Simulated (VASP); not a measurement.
# ZnS (P6_3mc) in VASP: notebook, part 2 of 2

VASP 6.6.1. Earlier steps stand in the parts before.

## Step 3: Single point, r2SCAN (18.98 Å³/atom)

This run uses another cell than the first one, of 18.98 Å³/atom.

Input file POSCAR:

```
ZnS
1.0
    3.7691793045      0.0000000000      0.0000000000
   -1.8845896523      3.2642050291      0.0000000000
    0.0000000000      0.0000000000     12.3397609632
Zn S
4 4
Direct
    0.0000000000      0.0000000000      0.0000994091
    0.0000000000      0.0000000000      0.5000994091
    0.3333333333      0.6666666667      0.2500617018
    0.6666666667      0.3333333333      0.7500617018
    0.0000000000      0.0000000000      0.1872446797
    0.0000000000      0.0000000000      0.6872446797
    0.3333333333      0.6666666667      0.4375942094
    0.6666666667      0.3333333333      0.9375942094
```

Input file INCAR.step1:

```
SYSTEM = ZnS
PREC = Accurate ; ENCUT = 520
ISMEAR = 0 ; SIGMA = 0.01
LREAL = .False. ; LASPH = .True.
NELM = 100 ; NBANDS = 46
GGA = PE ; ALGO = Normal
EDIFF = 1E-4 ; LWAVE = .True.
LCHARG = .False.
```

Input file INCAR.step2:

```
SYSTEM = ZnS
PREC = Accurate ; ENCUT = 520
EDIFF = 1E-6 ; ISMEAR = 0
SIGMA = 0.01 ; LREAL = .False.
LASPH = .True. ; NELM = 100
ALGO = Normal ; ISIF = 2
LWAVE = .False. ; LCHARG = .False.
METAGGA = R2SCAN ; LMIXTAU = .True.
NBANDS = 46 ; ISTART = 1
```

Input file KPOINTS:

```
Automatic mesh
0
Gamma
  6 6 2
  0 0 0
```

Potentials or basis: VASP PAW PBE potentials, release 64 (Zn, S).

Command:

```
$ cat potpaw_PBE.64/Zn/POTCAR potpaw_PBE.64/S/POTCAR > POTCAR
$ cp INCAR.step1 INCAR
$ mpirun -np 1 vasp_std > vasp.out
$ cp INCAR.step2 INCAR
$ mpirun -np 1 vasp_std > vasp.out
```

OUTCAR:

```text
SYSTEM = ZnS
   PREC = Accurate
   ENCUT = 520
   EDIFF = 1E-6
   ISMEAR = 0
   LREAL = .False.
   LASPH = .True.
   NELM = 100
   ISIF = 2
   METAGGA = R2SCAN
   ISTART = 1

 ion  position               nearest neighbor table
   1  0.000  0.000  0.000-   8 2.31   8 2.31   8 2.31   5 2.31
   2  0.000  0.000  0.500-   7 2.31   7 2.31   7 2.31   6 2.31
   3  0.333  0.667  0.250-   5 2.31   5 2.31   5 2.31   7 2.31
   4  0.667  0.333  0.750-   6 2.31   6 2.31   6 2.31   8 2.31
   5  0.000  0.000  0.187-   1 2.31   3 2.31   3 2.31   3 2.31
   6  0.000  0.000  0.687-   2 2.31   4 2.31   4 2.31   4 2.31
   7  0.333  0.667  0.438-   2 2.31   2 2.31   2 2.31   3 2.31
   8  0.667  0.333  0.938-   1 2.31   1 2.31   1 2.31   4 2.31

  LATTYP: Found a hexagonal cell.
 ALAT       =     3.7691793045
 C/A-ratio  =     3.2738588341

  Lattice vectors:

 A1 = (   3.7691793045,   0.0000000000,   0.0000000000)
 A2 = (  -1.8845896523,   3.2642050291,   0.0000000000)
 A3 = (   0.0000000000,   0.0000000000,  12.3397609632)

Analysis of symmetry for initial positions (statically):
[... 185 lines left out ...]
  band No.  band energies     occupation
      1     -11.7619      2.00000
      2     -11.3034      2.00000
      3     -11.2931      2.00000
      4     -10.7412      2.00000
      5      -4.4526      2.00000
      6      -4.4452      2.00000
[... 675 lines left out ...]
     45      10.3751      0.00000
     46      10.3751      0.00000

------------------------ aborting loop because EDIFF is reached ----------------------------------------

  FORCE on cell =-STRESS in cart. coord.  units (eV):
  Direction    XX          YY          ZZ          XY          YZ          ZX
  --------------------------------------------------------------------------------------
  -------------------------------------------------------------------------------------
  Total        2.4805279      2.4805279      2.4913359     -0.0000000      0.0000000      0.0000000
  in kB       26.1772324     26.1772324     26.2912904     -0.0000000      0.0000000      0.0000000
  external PRESSURE =      26.2152517 kB  Pullay stress =       0.0000000 kB

 VOLUME and BASIS-vectors are now :
 -----------------------------------------------------------------------------
  energy-cutoff  :      520.00
  volume of cell :      151.82
      direct lattice vectors                 reciprocal lattice vectors
     3.769179305  0.000000000  0.000000000     0.265309745  0.153176653  0.000000000
    -1.884589652  3.264205029  0.000000000     0.000000000  0.306353305  0.000000000
     0.000000000  0.000000000 12.339760963     0.000000000  0.000000000  0.081038847

 POSITION                                       TOTAL-FORCE (eV/Angst)
 -----------------------------------------------------------------------------------
      0.00000      0.00000      0.00123        -0.000000     -0.000000      0.025315
      0.00000      0.00000      6.17111         0.000000     -0.000000      0.025315
     -0.00000      2.17614      3.08570        -0.000000      0.000000     -0.002991
      1.88459      1.08807      9.25558         0.000000     -0.000000     -0.002991
      0.00000      0.00000      2.31055         0.000000     -0.000000     -0.011551
      0.00000      0.00000      8.48044         0.000000      0.000000     -0.011551
     -0.00000      2.17614      5.39981         0.000000      0.000000     -0.010772
      1.88459      1.08807     11.56969         0.000000     -0.000000     -0.010772
 -----------------------------------------------------------------------------------
    total drift:                               -0.000001     -0.000002      0.037059

  FREE ENERGIE OF THE ION-ELECTRON SYSTEM (eV)
  ---------------------------------------------------
  free  energy   TOTEN  =       -75.4142222253 eV

  energy  without entropy=      -75.4142222253  energy(sigma->0) =      -75.41422223
```

OUTCAR.step1:

```text
SYSTEM = ZnS
   PREC = Accurate
   ENCUT = 520
   ISMEAR = 0
   LREAL = .False.
   LASPH = .True.
   NELM = 100
[... 920 lines left out ...]
      0.00000      0.00000      8.48044         0.000000      0.000000     -0.009397
     -0.00000      2.17614      5.39981         0.000000      0.000000     -0.006464
      1.88459      1.08807     11.56969        -0.000000     -0.000000     -0.006464
 -----------------------------------------------------------------------------------
    total drift:                               -0.000002     -0.000003      0.001459

  FREE ENERGIE OF THE ION-ELECTRON SYSTEM (eV)
  ---------------------------------------------------
  free  energy   TOTEN  =       -27.2442631417 eV

  energy  without entropy=      -27.2442631417  energy(sigma->0) =      -27.24426314
```

OSZICAR.step1:

```text
N       E                     dE             d eps       ncg     rms          rms(c)
DAV:   1     0.602060188172E+03    0.60206E+03   -0.33314E+04  1288   0.192E+03
DAV:   2     0.525915890307E+02   -0.54947E+03   -0.52735E+03  1296   0.444E+02
DAV:   3    -0.251362911490E+02   -0.77728E+02   -0.76522E+02  1424   0.154E+02
DAV:   4    -0.289079754794E+02   -0.37717E+01   -0.37558E+01  1586   0.341E+01
DAV:   5    -0.289659080815E+02   -0.57933E-01   -0.57902E-01  1548   0.428E+00    0.149E+01
DAV:   6    -0.272105245511E+02    0.17554E+01   -0.36312E+00  1950   0.426E+01    0.114E+01
DAV:   7    -0.273392391114E+02   -0.12871E+00   -0.50358E+00  1438   0.886E+00    0.409E+00
DAV:   8    -0.272504037816E+02    0.88835E-01   -0.28272E-01  1632   0.436E+00    0.142E+00
DAV:   9    -0.272437096692E+02    0.66941E-02   -0.11289E-01  1658   0.256E+00    0.434E-01
DAV:  10    -0.272438094284E+02   -0.99759E-04   -0.40147E-03  1536   0.868E-01    0.258E-01
DAV:  11    -0.272441498962E+02   -0.34047E-03   -0.63799E-04  1442   0.395E-01    0.926E-02
DAV:  12    -0.272442603144E+02   -0.11042E-03   -0.22865E-04  1144   0.287E-01    0.488E-02
DAV:  13    -0.272442631417E+02   -0.28274E-05   -0.49457E-05   812   0.683E-02
   1 F= -.27244263E+02 E0= -.27244263E+02  d E =-.157986E-37
```

Run time: 4.7 min. Hardware: 1 thread of Intel Xeon Platinum 8488C (Sapphire Rapids), shared host; peak memory 0.32 GiB.

What came out:

```yaml
Free_energy: -75.4142 eV
Pressure: 2.6 GPa
Largest_force: 0.025 eV/Å
Band_gap_on_the_k_mesh: 2.90 eV
```

Forces in eV/Å, atoms in the order of the input:
```
Zn   0.000  0.000  0.025
Zn   0.000  0.000  0.025
Zn   0.000  0.000 -0.003
Zn   0.000  0.000 -0.003
S    0.000  0.000 -0.012
S    0.000  0.000 -0.012
S    0.000  0.000 -0.011
S    0.000  0.000 -0.011
```

Levels at points of the mesh, in eV from the valence-band top:
| k point | band 32 | band 33 | band 34 | band 35 | band 36 | band 37 | band 38 | band 39 | band 40 | band 41 |
| --- | --- | --- | --- | --- | --- | --- | --- | --- | --- | --- |
| (0.00, 0.00, 0.00) | -0.50 | -0.50 | -0.04 | 0.00 | 0.00 | 2.90 | 3.78 | 4.04 | 4.31 | 6.81 |
| (0.50, 0.00, 0.00) | -1.75 | -1.74 | -1.72 | -1.21 | -0.95 | 3.71 | 3.76 | 4.17 | 4.77 | 5.35 |
| (0.00, 0.00, 0.50) | -0.83 | -0.16 | -0.16 | -0.16 | -0.16 | 3.71 | 3.71 | 3.93 | 3.93 | 6.78 |
| (0.50, 0.00, 0.50) | -2.24 | -1.63 | -1.63 | -1.20 | -1.20 | 4.07 | 4.07 | 4.53 | 4.53 | 5.09 |

Caveat: the PAW data sets were made with another functional, which shifts forces and pressure a little. r2SCAN opens gaps a little over a GGA but as a rule still falls short of measured ones.

## Step 4: Single point, r2SCAN

This run uses another cell than the first one, of 19.56 Å³/atom.

POSCAR: that of step 3 with these lines changed.

```diff
@@ -2,5 +2,5 @@
 1.0
-    3.7691793045      0.0000000000      0.0000000000
-   -1.8845896523      3.2642050291      0.0000000000
-    0.0000000000      0.0000000000     12.3397609632
+    3.8076429744      0.0000000000      0.0000000000
+   -1.9038214872      3.2975155443      0.0000000000
+    0.0000000000      0.0000000000     12.4656855887
 Zn S
```

Input file INCAR.step1:

```
SYSTEM = ZnS
PREC = Accurate
ENCUT = 520
ISMEAR = 0
SIGMA = 0.01
LREAL = .FALSE.
LASPH = .TRUE.
NELM = 80
NBANDS = 46
GGA = PE
ALGO = Normal
EDIFF = 1E-4
LWAVE = .TRUE.
LCHARG = .FALSE.
```

Input file INCAR.step2:

```
SYSTEM = ZnS
PREC = Accurate
ENCUT = 520
EDIFF = 1E-6
ISMEAR = 0
SIGMA = 0.01
LREAL = .FALSE.
LASPH = .TRUE.
NELM = 80
ALGO = Normal
ISIF = 2
LWAVE = .FALSE.
LCHARG = .FALSE.
METAGGA = R2SCAN
LMIXTAU = .TRUE.
NBANDS = 46
ISTART = 1
```

Input file KPOINTS:

```
Automatic mesh
0
G
  12 12 2
  0 0 0
```

Potentials or basis: VASP PAW PBE potentials, release 64 (Zn, S).

Command:

```
$ cat potpaw_PBE.64/Zn/POTCAR potpaw_PBE.64/S/POTCAR > POTCAR
$ cp INCAR.step1 INCAR
$ mpirun -np 1 vasp_std > vasp.out
$ cp INCAR.step2 INCAR
$ mpirun -np 1 vasp_std > vasp.out
```

OUTCAR:

```text
SYSTEM = ZnS
   PREC = Accurate
   ENCUT = 520
   EDIFF = 1E-6
   ISMEAR = 0
   LREAL = .FALSE.
   LASPH = .TRUE.
   NELM = 80
   ISIF = 2
   METAGGA = R2SCAN
   ISTART = 1

 ion  position               nearest neighbor table
   1  0.000  0.000  0.000-   8 2.33   8 2.33   8 2.33   5 2.33
   2  0.000  0.000  0.500-   7 2.33   7 2.33   7 2.33   6 2.33
   3  0.333  0.667  0.250-   5 2.33   5 2.33   5 2.33   7 2.34
   4  0.667  0.333  0.750-   6 2.33   6 2.33   6 2.33   8 2.34
   5  0.000  0.000  0.187-   1 2.33   3 2.33   3 2.33   3 2.33
   6  0.000  0.000  0.687-   2 2.33   4 2.33   4 2.33   4 2.33
   7  0.333  0.667  0.438-   2 2.33   2 2.33   2 2.33   3 2.34
   8  0.667  0.333  0.938-   1 2.33   1 2.33   1 2.33   4 2.34
[... 1391 lines left out ...]
  in kB        0.5007583      0.5007583      0.6633457      0.0000000      0.0000000      0.0000000
  external PRESSURE =       0.5549541 kB  Pullay stress =       0.0000000 kB

 VOLUME and BASIS-vectors are now :
 -----------------------------------------------------------------------------
  energy-cutoff  :      520.00
  volume of cell :      156.52
      direct lattice vectors                 reciprocal lattice vectors
     3.807642974  0.000000000  0.000000000     0.262629665  0.151629308  0.000000000
    -1.903821487  3.297515544  0.000000000     0.000000000  0.303258616  0.000000000
     0.000000000  0.000000000 12.465685589     0.000000000  0.000000000  0.080220217

 POSITION                                       TOTAL-FORCE (eV/Angst)
 -----------------------------------------------------------------------------------
      0.00000      0.00000      0.00124        -0.000000     -0.000000     -0.003449
      0.00000      0.00000      6.23408        -0.000000      0.000000     -0.003449
     -0.00000      2.19834      3.11719        -0.000000      0.000000     -0.006462
      1.90382      1.09917      9.35003         0.000000     -0.000000     -0.006462
      0.00000      0.00000      2.33413         0.000000      0.000000      0.005149
      0.00000      0.00000      8.56698         0.000000      0.000000      0.005149
     -0.00000      2.19834      5.45491         0.000000      0.000000      0.004762
      1.90382      1.09917     11.68775         0.000000      0.000000      0.004762
 -----------------------------------------------------------------------------------
    total drift:                               -0.000001     -0.000002     -0.062506

  FREE ENERGIE OF THE ION-ELECTRON SYSTEM (eV)
  ---------------------------------------------------
  free  energy   TOTEN  =       -75.4564713195 eV

  energy  without entropy=      -75.4564713195  energy(sigma->0) =      -75.45647132
```

OUTCAR.step1:

```text
SYSTEM = ZnS
   PREC = Accurate
   ENCUT = 520
   ISMEAR = 0
   LREAL = .FALSE.
   LASPH = .TRUE.
   NELM = 80
[... 1422 lines left out ...]
      0.00000      0.00000      8.56698         0.000000      0.000000     -0.003575
     -0.00000      2.19834      5.45491         0.000000      0.000000     -0.001953
      1.90382      1.09917     11.68775        -0.000000     -0.000000     -0.001953
 -----------------------------------------------------------------------------------
    total drift:                               -0.000001     -0.000003     -0.000459

  FREE ENERGIE OF THE ION-ELECTRON SYSTEM (eV)
  ---------------------------------------------------
  free  energy   TOTEN  =       -27.3602824015 eV

  energy  without entropy=      -27.3602824015  energy(sigma->0) =      -27.36028240
```

OSZICAR.step1:

```text
N       E                     dE             d eps       ncg     rms          rms(c)
DAV:   1     0.593411889431E+03    0.59341E+03   -0.33345E+04  3496   0.189E+03
DAV:   2     0.523724532981E+02   -0.54104E+03   -0.52007E+03  3496   0.437E+02
DAV:   3    -0.252366631246E+02   -0.77609E+02   -0.76472E+02  3852   0.152E+02
DAV:   4    -0.290116043749E+02   -0.37749E+01   -0.37598E+01  4302   0.338E+01
DAV:   5    -0.290694206571E+02   -0.57816E-01   -0.57788E-01  4138   0.424E+00    0.141E+01
DAV:   6    -0.273246564123E+02    0.17448E+01   -0.35912E+00  5396   0.418E+01    0.108E+01
DAV:   7    -0.274404952298E+02   -0.11584E+00   -0.46778E+00  3922   0.850E+00    0.403E+00
DAV:   8    -0.273624842325E+02    0.78011E-01   -0.28176E-01  4410   0.453E+00    0.130E+00
DAV:   9    -0.273596362661E+02    0.28480E-02   -0.88591E-02  4532   0.259E+00    0.409E-01
DAV:  10    -0.273597991884E+02   -0.16292E-03   -0.36225E-03  4148   0.817E-01    0.228E-01
DAV:  11    -0.273601913357E+02   -0.39215E-03   -0.71828E-04  3918   0.416E-01    0.860E-02
DAV:  12    -0.273602824015E+02   -0.91066E-04   -0.23645E-04  3222   0.320E-01
   1 F= -.27360282E+02 E0= -.27360282E+02  d E =-.115544E-18
```

Run time: 13 min. Hardware: 1 thread of Intel Xeon Platinum 8488C (Sapphire Rapids), shared host; peak memory 0.4 GiB.

Results:

```yaml
Free_energy: -75.4565 eV
Pressure: 0.1 GPa
Largest_force: 0.006 eV/Å
Band_gap_on_the_k_mesh: 2.75 eV
```

Forces in eV/Å, atoms in the order of the input:
```
Zn   0.000  0.000 -0.003
Zn   0.000  0.000 -0.003
Zn   0.000  0.000 -0.006
Zn   0.000  0.000 -0.006
S    0.000  0.000  0.005
S    0.000  0.000  0.005
S    0.000  0.000  0.005
S    0.000  0.000  0.005
```

Levels at points of the mesh, in eV from the valence-band top:
```
           k point  band 32  band 33  band 34  band 35  band 36  band 37  band 38  band 39  band 40  band 41
(0.00, 0.00, 0.00)    -0.48    -0.48    -0.04     0.00     0.00     2.75     3.72     3.95     4.21     6.84
(0.50, 0.00, 0.00)    -1.67    -1.66    -1.64    -1.15    -0.91     3.74     3.76     4.17     4.77     5.34
(0.00, 0.00, 0.50)    -0.79    -0.15    -0.15    -0.15    -0.15     3.57     3.57     3.86     3.86     6.78
(0.50, 0.00, 0.50)    -2.13    -1.55    -1.55    -1.14    -1.14     4.09     4.09     4.50     4.50     5.09
```

Caveat: the PAW data sets were made with another functional, which shifts forces and pressure a little.

## Step 5: Summary

| cell | k mesh | gap on the mesh (eV) | pressure (GPa) | largest force (eV/Å) |
| --- | --- | --- | --- | --- |
| a = 3.730, b = 3.730, c = 12.211 Å, angles 90.0, 90.0, 120.0°, 8 atoms | 6 × 6 × 2 | 3.05 | 5.7 | 0.03 |
| a = 3.769, b = 3.769, c = 12.340 Å, angles 90.0, 90.0, 120.0°, 8 atoms | 6 × 6 × 2 | 2.90 | 2.6 | 0.03 |
| a = 3.808, b = 3.808, c = 12.466 Å, angles 90.0, 90.0, 120.0°, 8 atoms | 12 × 12 × 2 | 2.75 | 0.1 | 0.01 |

Alike in all rows: task single point; level r2SCAN; potentials or basis VASP PAW PBE potentials, release 64 (Zn, S); no spin polarisation; cutoff (eV) 520; smearing gaussian 0.01 eV.

Caveats: the PAW data sets were made with another functional, which shifts forces and pressure a little; the cell stands under pressure (at least some runs).

Total energies depend on the potentials used, so only differences within one code and one set of settings carry meaning.

## Step 6: Comparison with measurements

Step 4. A measured gap of ZnS is 3.911 eV (direct; 4 K; a printed reference work, monograph); the calculated 2.75 eV misses it by -1.16 eV. The value is that of r2SCAN on a finite k mesh, which can miss the band edges, without temperature or zero-point motion.
